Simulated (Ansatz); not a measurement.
Set up this calculation in Ansatz 0.2.0, as the native input.

```yaml
Task: relaxation of cell and atoms
Functional: revPBE
Dispersion: D4
Potentials_or_basis: Ansatz PAW
Cutoff: "420 eV (not typed: the program's choice for these potentials)"
k_mesh: 10 × 10 × 10
Occupations: fermi-dirac, width 0.05 eV
Spin: no spin polarisation
```

Crystal: MoS2.

```
Mo S
1.0
     1.58000    0.91221    6.15000
    -1.58000    0.91221    6.15000
     0.00000   -1.82443    6.15000
Mo S
1 2
Direct
  0.00000 0.00000 0.00000
  0.41700 0.41700 0.41700
  0.25000 0.25000 0.25000
```

Measurements of this composition are mostly on another form, of space group No. 194.

These files were run (other wordings do the same):

input.yaml

```yaml
crystal:
  lattice:
    - [1.58, 0.9122134253, 6.15]
    - [-1.58, 0.9122134253, 6.15]
    - [0.0, -1.8244268506, 6.15]
  atoms:
    - { symbol: Mo, position: [0.0, 0.0, 0.0] }
    - { symbol: S, position: [0.417, 0.417, 0.417] }
    - { symbol: S, position: [0.25, 0.25, 0.25] }
hamiltonian:
  xc: revpbe
  pseudopotentials: { kind: paw }
  dispersion: d4
kpoints:
  mp_grid: { grid: [10, 10, 10] }
scf:
  occupations: { method: fermi_dirac, width: 0.05 }
output:
  forces: true
  stress: true
  eigenvalues: true
relax:
  f_tol: 0.01
  max_steps: 40
  cell: { stress_tol: 0.05 }
```

Potentials or basis: Ansatz PAW.

Launch:

```console
$ ansatz run input.yaml --threads 2 --pin off --max-ram 5632MiB --backend cpu --events-out ev --progress --plain --runs-dir out
```

Results of the run:

* Relaxed volume: 16.65 Å³/atom
* Relaxed cell: a = 6.116 Å, b = 6.116 Å, c = 6.116 Å, α = 29.78°, β = 29.78°, γ = 29.78°
* Space group after relaxing (to 0.05 Å): R3m (No. 160)
* Energy gained by relaxing: 15.0 meV/atom
* Ionic steps: 6
* Pressure after relaxing: 0.0 GPa
* Largest force after relaxing: 0.003 eV/Å
* Band gap on the k mesh: 0.66 eV, indirect (least direct gap 1.96 eV)

Caveat: the plane-wave basis is chosen anew once the cell has moved, so the energies of steps on either side of that aren't comparable; the PAW data sets come from PBE, with cores solved anew for the run's functional, which leaves a small shift of forces and pressure.

It took 71 s on 2 threads of Intel(R) Xeon(R) Processor @ 2.50GHz (Skylake/Cascade Lake) (shared host), peak memory 0.47 GiB.
